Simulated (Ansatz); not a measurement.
# Debugging a many-body input for ZnSe (Stilleite)

A first try at the G0W0 gap of ZnSe (Stilleite), what the program said, and an input that works.

Method: G0W0 on PBE, plane waves, PAW, in Ansatz 0.2.0.

### Step 1. Set-up

Symmetry: F-43m, No. 216, cubic system. Conventional cell: a = 5.668 Å, b = 5.668 Å, c = 5.668 Å, α = 90.00°, β = 90.00°, γ = 90.00°. Zn has 4 Se at 2.45 Å nearest. Se has 4 Zn at 2.45 Å nearest. Farther neighbours and most contacts between anions are not listed.

The cell and positions come from the Crystallography Open Database and are kept as given unless a step says otherwise. The default PAW set here is soft_1. Its files were made with PBE.

### Step 2. First try

File input.yaml:

```yaml
crystal:
  lattice:
    - [0.0, 2.8338, 2.8338]
    - [2.8338, 0.0, 2.8338]
    - [2.8338, 2.8338, 0.0]
  atoms:
    - { symbol: Zn, position: [0.0, 0.0, 0.0] }
    - { symbol: Se, position: [0.25, 0.25, 0.25] }
kpoints:
  mp_grid: { grid: [4, 4, 4] }
hamiltonian:
  xc: pbe
  pseudopotentials: { kind: paw, azcp: { folder: "./paw" } }
scf:
  occupations: { method: fixed }
gw:
  n_empty_bands: 4
  ecut_chi: 40
  qp_bands: [v2, c2]
  qp_kpoints: band_edges
  screening: { model: contour_deformation }
```

On the command line:

```console
$ ansatz run input.yaml --threads 3 --pin off --max-ram 92160MiB --backend cuda --events-out ev --progress --plain --runs-dir out --devices 1 --max-vram 13GiB
```

Numbers of over 12 decimals in the logs are rounded to 6 here.

Output:

```text
GPUs: using 1 of 1 available (devices: 1).
Engine: ansatz 0.2.0, x86_64-unknown-linux-gnu
Pseudopotentials: kind: paw
Pseudopotential: Zn, paw, valence charge 12, recommended cutoff 420 eV (normal), <dir>
Pseudopotential: Se, paw, valence charge 16, recommended cutoff 420 eV (normal), <dir>
Functional definition: PBE
  parameter kappa = 0.804
  parameter beta = 0.066725
  exchange = pbe_x(kappa = kappa, mu = beta*pi^2/3)
  correlation = pbe_c(beta = beta)
device memory: the entry about to start is reckoned to put 0.8 GiB on a device that reports 68.6 GiB free (of which the cap on the GPU budget leaves the run 13.0 GiB)
GPU FFT provider: cuFFT
GPU libraries: cuBLAS 13.8.2, cuFFT 12.4.0, cuSOLVER 12.3.4
Crystal: 2 atoms, lattice volume = 45.513 Å³
Basis set: ecut = 420 eV, 893 PW (Γ)
Bands: 18, of which v1, the nominal top of the filled ones, is band 14 counted from 1 (13 counted from 0)
Symmetry: 24 space group operations
Space group: F-43m (ITA 216), of the structure as read, at distance tolerance 3.6e-5 Å
k-points: 8 of 64 (time reversal used)
Non-local potential: Zn, projectors of the file, l = 0: 2, l = 1: 2, l = 2: 3, l = 3: 1
Non-local potential: Se, projectors of the file, l = 0: 2, l = 1: 2, l = 2: 3, l = 3: 1
PAW form: soft (Blöchl's): semilocal exchange-correlation on the pseudo side does not see the compensation charge
PAW one-centre angular grid: Zn, 590 points (default); XC on 64 Gauss nodes
PAW one-centre angular grid: Se, 590 points (default); XC on 64 Gauss nodes
Initial density: superposition of atomic densities (chi_scale 0.1, normalization cell, long waves kept (reshape's long-wave potential 0.00 eV rms))
Initial wavefunctions: pseudopotential atomic-orbital guess
GPU buffer pool allocated for 19683 grid points (all kernels)
GPU transforms: local potential and band sums: pruned to the plane-wave sphere, on 25×27×27
Functional: x = pbe(κ = 0.804, μ = 0.219515), c = pbe(β = 0.066725)
SCF iter   1: F=—  HF=-8789.797132 eV  |F-HF|=—  |Δ(HF+E_count)|=         —  Δρ=6.17e-2  dr2=1.04e0  ethr=3.10e-3  ⟨swp⟩=4.5  Hψ=693  notcnv=0  defer=9
preconditioner: auto → none  [insulator: Δε(μ)=1.156 eV  Ē_g=12.737 eV  n_scr=14 (ndim 8)  ℏωp=23.4 eV  f_vac=0.060  ε∞_Penn≈4.4]
SCF iter   2: F=—  HF=-8789.559638 eV  |F-HF|=—  |Δ(HF+E_count)|=   2.37e-1  Δρ=2.53e-2  dr2=1.92e-1  ethr=3.10e-3  ⟨swp⟩=2.9  Hψ=316  notcnv=0  defer=12
SCF iter   3: F=—  HF=-8789.476228 eV  |F-HF|=—  |Δ(HF+E_count)|=   8.34e-2  Δρ=1.25e-2  dr2=3.75e-2  ethr=6.85e-4  ⟨swp⟩=2.0  Hψ=294  notcnv=0  defer=10
SCF iter   4: F=—  HF=-8789.470631 eV  |F-HF|=—  |Δ(HF+E_count)|=   5.60e-3  Δρ=2.66e-3  dr2=1.87e-3  ethr=1.34e-4  ⟨swp⟩=2.1  Hψ=295  notcnv=0  defer=11
SCF iter   5: F=—  HF=-8789.471030 eV  |F-HF|=—  |Δ(HF+E_count)|=   3.99e-4  Δρ=9.11e-4  dr2=2.72e-4  ethr=6.68e-6  ⟨swp⟩=2.5  Hψ=243  notcnv=0  defer=12
SCF iter   6: F=—  HF=-8789.471095 eV  |F-HF|=—  |Δ(HF+E_count)|=   6.55e-5  Δρ=7.61e-5  dr2=2.17e-6  ethr=9.71e-7  ⟨swp⟩=2.0  Hψ=276  notcnv=0  defer=12
SCF iter   7: F=—  HF=-8789.471094 eV  |F-HF|=—  |Δ(HF+E_count)|=   1.01e-6  Δρ=2.97e-5  dr2=3.82e-7  ethr=7.76e-9  ⟨swp⟩=2.0  Hψ=256  notcnv=0
SCF iter   8: F=-8789.471094 eV  HF=-8789.471094 eV  |F-HF|=2.26e-8  |Δ(HF+E_count)|=   6.91e-8  Δρ=1.13e-5  dr2=3.16e-8  ethr=3.57e-10  ⟨swp⟩=5.0  Hψ=629  notcnv=0
SCF 1 converged in 8 iterations: F = -8789.471094 eV  dr2 = 3.16e-8
[...]
device memory: the entry about to start is reckoned to put 1.3 GiB on a device that reports 68.8 GiB free (of which the cap on the GPU budget leaves the run 13.0 GiB)
NSCF: frozen V_eff on 8 k-points
[...]
device memory: the entry about to start is reckoned to put 0.8 GiB on a device that reports 69.3 GiB free (of which the cap on the GPU budget leaves the run 13.0 GiB)
NSCF: frozen V_eff on 8 k-points
G₀W₀ screening: q 1/8
[... further progress lines ...]
device memory: the entry about to start is reckoned to put 0.3 GiB on a device that reports 66.8 GiB free (of which the cap on the GPU budget leaves the run 13.0 GiB)
NSCF: frozen V_eff on 1 k-points
SCF converged after 8 iterations
Free energy (F): -8789.471094 eV
Harris-Foulkes:  -8789.471094 eV  (|F-HF|=2.26e-8)
Internal energy: -8789.471094 eV  (E = F + TS)
E sigma→0 (E₀):  -8789.471094 eV
Fermi energy:    6.571547 eV
--- Per-component energies (eV) ---
  E_band       = -387.255272
  E_kinetic    = 258.605262
  E_local      = -4841.105883  (includes V_loc(G=0)·N_el)
  E_nonlocal   = 466.100587
  E_hartree    = 2239.727035
  E_xc         = -163.617565
  E_vxc        = -141.509393  (∫ρ·V_xc dr)
  E_paw        = -4028.237027  (= ΣΔE_a)
  E_vpaw       = -608.804415  (= ΣTr[D̂ρ^β])
  E_aug_tail   = -0.000658  (compensation charges beyond the density's cutoff)
  E_ewald      = -2720.942845
  E_smearing   = -0.000000  (= −TS)
  E_closure    = -0.000000  (closes the sum)
  Σ components = -8789.471094   (vs F -8789.471094, Δ=0.00e0)
--- Band table (eV; the first three rows and the last of 8) ---
  k-point 0: bands = [... 10 lower, 0.3688, 6.5715, 6.5715, 6.5715, 7.8437, 12.3580, 12.3580, 12.3580]
  k-point 1: bands = [... 10 lower, 0.3689, 3.5166, 6.0928, 6.0928, 9.3014, 12.9914, 12.9914, 13.1239]
  k-point 2: bands = [... 10 lower, 0.5286, 1.3321, 5.7003, 5.7003, 9.0970, 12.9407, 12.9407, 15.1300]
  k-point 7: bands = [... 10 lower, 0.6704, 1.8718, 3.8029, 3.9014, 12.0424, 12.1048, 13.5197, 14.2738]
--- G₀W₀: contour deformation, 6 samples at zero and on the imaginary axis and 2 off it, 64 q-points, 4 empty bands' worth ---
  eigenvalues of the whole cell's RPA ε∞ on this k-mesh (on a slab, of 1 + 4πα/V) = 13.6492, 13.6492, 13.6492; static W/v taken at q = 0 is 0.073265
  bands read: the sum over 18 bands ends inside a degenerate multiplet in 1 slot, whose members it reads at an even weight; the widest, k=6: bands 18 to 19 (counted from 1) at 1/2 each
  gw.qp_kpoints: band_edges: 7 of 8 stored k-points solved, in 1 pass; an edge of the gap read off the rows below is read off those points alone
    valence top: of the k-points left out ik 5 came nearest to being solved in a further pass, in band 14 (counted from 1, as in the quasiparticle table): it holds the edge there only if its correction is more favourable than any solved in that band by at least 0.913 eV; those differ by 0.093 eV
    conduction bottom: of the k-points left out ik 5 came nearest to being solved in a further pass, in band 15 (counted from 1, as in the quasiparticle table): it holds the edge there only if its correction is more favourable than any solved in that band by at least 2.115 eV; those differ by 0.853 eV
  `?` marks the rows in doubt; gw_qp.tsv's column doubts and the gw_qp event give each row's grounds
    ik  band        ε_KS         Σx   Σc(E_QP)       V_xc       Z   E_QP_lin       E_QP  E_QP is
     0    13      6.5715   -21.9636     3.1736   -18.8638  0.7692     6.6452     6.6454  root
     0    14      6.5715   -21.9636     3.1736   -18.8638  0.7692     6.6452     6.6454  root
     0    15      7.8437    -9.5176    -2.5993   -13.8337  0.7909     9.5035     9.5605  root
     0    16     12.3580    -6.9147    -2.8193   -11.6435  0.7859    14.2381    14.2675  root
     1    13      6.0928   -21.0947     3.2111   -17.9308  0.7645     6.1399     6.1400  root
     1    14      6.0928   -21.0947     3.2111   -17.9308  0.7645     6.1399     6.1400  root
     1    15      9.3014    -8.9730    -2.6285   -13.4090  0.7894    11.0604    11.1091  root
     1    16     12.9914    -7.1678    -2.9282   -12.0171  0.7795    14.8844    14.9126  root
     2    13      5.7003   -20.4469     3.2789   -17.2019  0.7599     5.7343     5.7343  root
     2    14      5.7003   -20.4469     3.2789   -17.2019  0.7599     5.7343     5.7343  root
     2    15      9.0970    -8.7963    -2.6295   -13.1475  0.7913    10.7652    10.8187  root
     2    16     12.9407    -7.1338    -2.8315   -11.7934  0.7839    14.7374    14.7687  root
     3    13      5.3176   -19.9885     3.3112   -16.6585  0.7556     5.2989     5.2989  root
     3    14      5.3176   -19.9885     3.3112   -16.6585  0.7556     5.2989     5.2989  root
[...]
6    14      4.3796   -18.3856     3.4792   -14.8892  0.7417     4.3624     4.3624  root
     6    15      9.5420    -6.9899    -2.6611   -10.6314  0.7992    10.5861    10.5224  root ?
     6    16     10.0193    -8.9177    -2.5286   -13.0644  0.7928    11.5834    11.6374  root
     7    13      3.8029   -20.3803     3.7470   -16.2508  0.7299     3.4137     3.4205  root
     7    14      3.9014   -16.7546     3.3626   -13.3882  0.7356     3.8975     3.8975  root
     7    15     12.0424    -8.0674    -2.6600   -12.1054  0.7862    13.3762    13.4204  root ?
     7    16     12.1048   -10.1055    -3.0894   -15.4024  0.7633    14.3030    14.3123  root
```

It took 15 s on 1 × NVIDIA H100 80GB HBM3 (shared by 6 runs) with 3 threads of AMD EPYC 7R13 (Zen 3), shared host; peak memory 1 GiB; 4 s of CPU time.

**Diagnosis.**

The run ended normally, though the input holds a fault or crude settings.

The fault: four empty bands in G0W0. The sums over empty states are cut off almost at the gap, so screening and correlation are far from complete.

It printed a gap of 2.92 eV, which is an artefact of the settings.

### Step 3. A better input

G0W0 replaces the xc potential by the self-energy, built once from these orbitals. Only a window of levels is corrected, while the sums run over the empty bands that the input names.

input.yaml, as its differences from that of step 2:

```diff
@@ -9,3 +9,3 @@
 kpoints:
-  mp_grid: { grid: [4, 4, 4] }
+  mp_grid: { grid: [6, 6, 6] }
 hamiltonian:
@@ -16,4 +16,4 @@
 gw:
-  n_empty_bands: 4
-  ecut_chi: 40
+  n_empty_bands: 135
+  ecut_chi: 120
   qp_bands: [v2, c2]
```

Output:

```text
GPUs: using 1 of 1 available (devices: 1).
[...]
GPU FFT provider: cuFFT
GPU libraries: cuBLAS 13.8.2, cuFFT 12.4.0, cuSOLVER 12.3.4
Crystal: 2 atoms, lattice volume = 45.513 Å³
Basis set: ecut = 420 eV, 893 PW (Γ)
Bands: 18, of which v1, the nominal top of the filled ones, is band 14 counted from 1 (13 counted from 0)
[... 1 set-up line as in the run before ...]
[...]
k-points: 16 of 216 (time reversal used)
[...]
GPU buffer pool allocated for 19683 grid points (all kernels)
[...]
SCF iter   1: F=—  HF=-8789.866734 eV  |F-HF|=—  |Δ(HF+E_count)|=         —  Δρ=6.16e-2  dr2=1.05e0  ethr=3.10e-3  ⟨swp⟩=4.5  Hψ=1409  notcnv=0  defer=24
[...]
SCF iter   8: F=-8789.532596 eV  HF=-8789.532596 eV  |F-HF|=3.05e-8  |Δ(HF+E_count)|=   1.12e-7  Δρ=1.25e-5  dr2=3.89e-8  ethr=3.57e-10  ⟨swp⟩=3.2  Hψ=1226  notcnv=0
SCF 1 converged in 8 iterations: F = -8789.532596 eV  dr2 = 3.89e-8
[...]
0    13      6.5448   -21.8076     2.1632   -18.8852  0.7638     5.7679     5.7855  root
     0    14      6.5448   -21.8076     2.1632   -18.8852  0.7638     5.7679     5.7855  root
     0    15      7.8279    -9.8091    -3.6730   -13.8307  0.7918     8.1790     8.1766  root
     0    16     12.3510    -6.9755    -4.3881   -11.6489  0.7730    12.6384    12.6363  root
     1    13      6.2920   -21.3509     2.2002   -18.3763  0.7623     5.4987     5.5176  root
     1    14      6.2920   -21.3509     2.2002   -18.3763  0.7623     5.4987     5.5176  root
     1    15      9.0899   -10.0160    -3.7473   -14.0974  0.7845     9.4263     9.4240  root
     1    16     12.4158    -7.6970    -4.3571   -12.3082  0.7704    12.6718    12.6700  root
[...]
12    13      4.3580   -18.3308     2.5652   -14.9110  0.7444     3.4737     3.5034  root
    12    14      4.3580   -18.3308     2.5652   -14.9110  0.7444     3.4737     3.5034  root
    12    15      9.5320    -7.0757    -3.5698   -10.6440  0.7954     9.5305     9.5305  root
    12    16     10.0068    -9.0050    -3.8042   -13.0760  0.7848    10.2751    10.2736  root
[key lines of the parts left out:]
SCF converged after 8 iterations
Free energy (F): -8789.532596 eV
Fermi energy:    6.544767 eV
```

The job ended after 18 s (1 × NVIDIA H100 80GB HBM3 (shared by 6 runs) with 3 threads; peak memory 1.2 GiB).

Numbers from this step:

```yaml
bands_summed: 149
rpa_eps_infinity_on_this_mesh_eigenvalues: 8.530, 8.530, 8.530
plane_waves_in_the_screening_matrix: 137
q_points_in_the_mesh: 216
g0w0_gap_on_the_mesh: 2.391 eV
k_of_the_valence_top: 0, 0, 0
k_of_the_conduction_bottom: 0, 0, 0
starting_gap_on_the_mesh: 1.283 eV
z_at_the_valence_top: 0.7638
z_at_the_conduction_bottom: 0.7918
least_direct_g0w0_gap_on_the_computed_points: 2.391 eV
```

The gap on the mesh goes from 1.28 eV to 2.39 eV, a correction of +1.11 eV. Between the two edge states, bare exchange in place of the xc potential would open the gap by 6.94 eV, and correlation takes back 5.84 eV.

### Step 4. Results

```json
{
  "first try": "converged after 15 s",
  "better run": "G0W0 gap on the mesh 2.39 eV (6×6×6 mesh, 135 empty bands, screening to 120 eV)"
}
```

**Reading.** The second run differs in: mesh, empty bands and screening cutoff (eV). Bands and cutoff are finite, so the gap is not at the basis limit. The miss can reach some tenths of an eV and take either sign; the mesh is an error of its own. The many-body steps are scalar-relativistic: spin-orbit coupling is not in them.

[Paths, hosts, dates, memory and timing lines, banners, echoed tables and standing remarks are left out of the program output.]

[Logs are printed without paths, hosts, clocks, repeated set-up lines and the standing remarks that a program may print on its own settings, such as how far it seeks lower states.]

[Runs of the session that timed out or met a known fault of the program may be left out.]

[Cells called generated may have been cut or substituted from an entry of the Crystallography Open Database or the Materials Project.]

[Hosts, paths, dates, database ids (printed as entryN), source tags and the programs' standing remarks are cut or masked in the printed files.]
